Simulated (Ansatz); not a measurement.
**Ansatz 0.2.0, settings compared: Cs**

The input file (Ansatz 0.2.0, plane waves):

```yaml
crystal:
  lattice:
    - [2.013318, 3.487166, 0.0]
    - [-2.013318, 3.487166, 0.0]
    - [0.0, 0.0, 13.039623]
  atoms:
    - { symbol: Cs, position: [0.0, 0.0, 0.0] }
    - { symbol: Cs, position: [0.0, 0.0, 0.5] }
    - { symbol: Cs, position: [0.33333, 0.33334, 0.75] }
    - { symbol: Cs, position: [0.66666, 0.66667, 0.25] }
  symmetry: { tolerance: 0.0003 }
kpoints:
  mp_grid: { grid: [5, 5, 2], shift: [0, 0, 0] }
magnetization:
  spin_polarized: false
scf:
  occupations: { method: fermi_dirac }
hamiltonian:
  pseudopotentials: { kind: paw }
  xc: pbe
basis:
  ecutwfc: 420
output:
  forces: true
  stress: true
  eigenvalues: true
```

The command:

```bash
ansatz run input.yaml --threads 1 --pin off --max-ram 2560MiB --backend cpu --events-out ev --progress --plain --runs-dir out
```

Origin of the cell: a known structure type with other elements, at an estimated volume, so it need not be a known compound.

The smearing width isn't typed, so it takes its default of 0.1 eV.

Output of this run (shortened):

```
SCF iter   1: F=—  HF=-22679.991450 eV  Δρ=1.38e-3  dr2=5.19e-3
SCF iter   2: F=—  HF=-22679.991829 eV  Δρ=9.79e-4  dr2=2.91e-3
SCF iter   3: F=—  HF=-22679.992741 eV  Δρ=2.80e-4  dr2=2.69e-4
SCF iter   4: F=—  HF=-22679.992812 eV  Δρ=1.18e-4  dr2=3.74e-5
SCF iter   5: F=—  HF=-22679.992812 eV  Δρ=1.75e-5  dr2=6.63e-7
SCF iter   6: F=-22679.992813 eV  HF=-22679.992813 eV  Δρ=4.41e-6  dr2=7.52e-8
SCF 1 converged in 6 iterations: F = -22679.992813 eV  dr2 = 7.52e-8
SCF converged after 6 iterations
Free energy (F): -22679.992813 eV
Harris-Foulkes:  -22679.992813 eV  (|F-HF|=8.64e-9)
Internal energy: -22679.788182 eV  (E = F + TS)
E sigma→0 (E₀):  -22679.890497 eV
Entropy (-TS):   -0.204631 eV (-51.158 meV/atom)
Fermi energy:    8.535711 eV
--- Per-component energies (eV) ---
  E_band       = -141.631159
  E_kinetic    = 577.408641
  E_local      = -810.245844  (includes V_loc(G=0)·N_el)
  E_nonlocal   = 122.890118
  E_hartree    = 280.788095
  E_xc         = -699.538924
  E_vxc        = -509.633289  (∫ρ·V_xc dr)
  E_paw        = -20267.646415  (= ΣΔE_a)
  E_vpaw       = -83.629646  (= ΣTr[D̂ρ^β])
  E_aug_tail   = -0.000005  (compensation charges beyond the density's cutoff)
  E_ewald      = -1883.443848
  E_smearing   = -0.204631  (= −TS)
  Σ components = -22679.992813   (vs F -22679.992813, Δ=0.00e0)
--- Forces (eV/Å), atoms counted from 1 ---
  atom   1  Cs    -0.000000    -0.000000     0.000000
  atom   2  Cs    -0.000000     0.000000    -0.000000
  atom   3  Cs     0.000000     0.000000     0.000000
  atom   4  Cs     0.000000     0.000000     0.000000
  max |Σ_I F_I| component: 3.47e-18 eV/Å
--- Stress (GPa, compression-positive) ---
        5.171161      -0.000000       0.000000
        0.000000       5.171161       0.000000
        0.000000       0.000000       5.728704
  P = ⅓ Tr σ = 5.3570 GPa (53.570 kbar)
```

The same input was run again with these changes:

1. `hamiltonian.pseudopotentials` { kind: paw } → { kind: nc }; `basis.xc_grid` default → 1
2. `basis.ecutrho_ratio` default → 4
3. `basis.ecutwfc` 420 → "33.1 Ry"; `kpoints.mp_grid.grid` [5, 5, 2] → [4, 4, 2]; `kpoints.mp_grid.shift` [0, 0, 0] → [0.5, 0.5, 0.5]
4. `hamiltonian.xc` pbe → pbesol

```tsv
run	end	SCF iterations	P (GPa)	max force component (eV/Å)	moment (μB)	ΔE(σ→0) (meV/atom)
base	converged	6	5.36	0.000	–	0
1	converged	7	5.40	0.000	–	–
2	converged	6	5.36	0.000	–	0.00
3	converged	7	5.94	0.048	–	21.21
4	converged	6	4.07	0.000	–	–
```

Energies are compared only where functional, datasets, charge and starting cell are the same.

Not properties of the system: run 3 (too coarse or loose: `kpoints.mp_grid.grid` = [4, 4, 2]).

Caveats of the base run: the k mesh is coarse if the cell is a metal.

Run 1: the cutoff lies below the datasets' advice.
Run 3: the k mesh keeps only part of the crystal's symmetry.

The base run ran for 2.3 s of wall time on 1 CPU thread(s) of a shared host, from the program's own first density.
